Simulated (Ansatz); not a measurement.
Input and command of a plane-wave DFT calculation in Ansatz:

```yaml
crystal:
  lattice:
    - [3.1555133836, 0.0, 0.0]
    - [-1.5777566919, 2.7327547522, 0.0]
    - [0.0, 0.0, 2.6193098112]
  atoms:
    - { symbol: W, position: [0.0, 0.0, 0.0] }
    - { symbol: C, position: [0.6666666667, 0.3333333333, 0.5] }
basis:
  ecutwfc: 420
kpoints:
  mp_grid: { grid: [24, 24, 22] }
hamiltonian:
  xc: pbe
scf:
  occupations: { method: gaussian, width: 0.15 }
output:
  forces: true
  stress: true
  eigenvalues: true
```

```bash
ansatz run input.yaml --threads 2 --pin off --max-ram 5120MiB --backend cpu --events-out ev --progress --plain --runs-dir out
```

Processor: AMD EPYC 9R45 96-Core Processor (Zen 5), 2 threads, on a host shared with other jobs.

Task: How long does it run, and how much memory does it take?

Result: About 3.1 s on 2 threads of AMD EPYC 9R45 96-Core Processor (Zen 5), on a shared host, peak memory 0.59 GiB. It solves 13 bands at 732 k points (the mesh reduced by symmetry) with about 441 plane waves, in 6 SCF iterations.
